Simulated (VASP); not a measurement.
Here is a VASP 6.6.1 calculation.

The input INCAR:

```
SYSTEM = W
PREC = Accurate ; ENCUT = 600
EDIFF = 1E-6 ; ISMEAR = 1
SIGMA = 0.1 ; LREAL = .FALSE.
LASPH = .TRUE. ; NELM = 120
ALGO = Normal ; ISIF = 3
LWAVE = .FALSE. ; LCHARG = .FALSE.
GGA = PS ; IVDW = 13
IBRION = 2 ; NSW = 60
EDIFFG = -0.005
```

Contents of KPOINTS:

```
regular mesh
0
G
  18 18 18
  0 0 0
```

File POSCAR:

```
W
1.0
   -1.5750000000      1.5750000000      1.5750000000
    1.5750000000     -1.5750000000      1.5750000000
    1.5750000000      1.5750000000     -1.5750000000
W
1
Direct
    0.0000000000      0.0000000000      0.0000000000
```

Potentials or basis: VASP PAW PBE potentials, release 64 (W_sv).

Run with:

```sh
$ cat potpaw_PBE.64/W_sv/POTCAR > POTCAR
$ mpirun -np 1 vasp_std > vasp.out
```

(1) Estimate the space group after relaxing (to 0.05 Å).

(2) Estimate the relaxed volume.

(3) What does it give for the dispersion energy per atom?

(4) Estimate the band gap on the k mesh.

## Answers

(1) Im-3m (No. 229).

(2) 15.54 Å³/atom.

(3) -0.428 eV.

(4) none (metal or under the smearing width).

Caveat: the PAW data sets were made with another functional, which shifts forces and pressure a little; pairwise dispersion overbinds metals, which lowers pressure and volume.
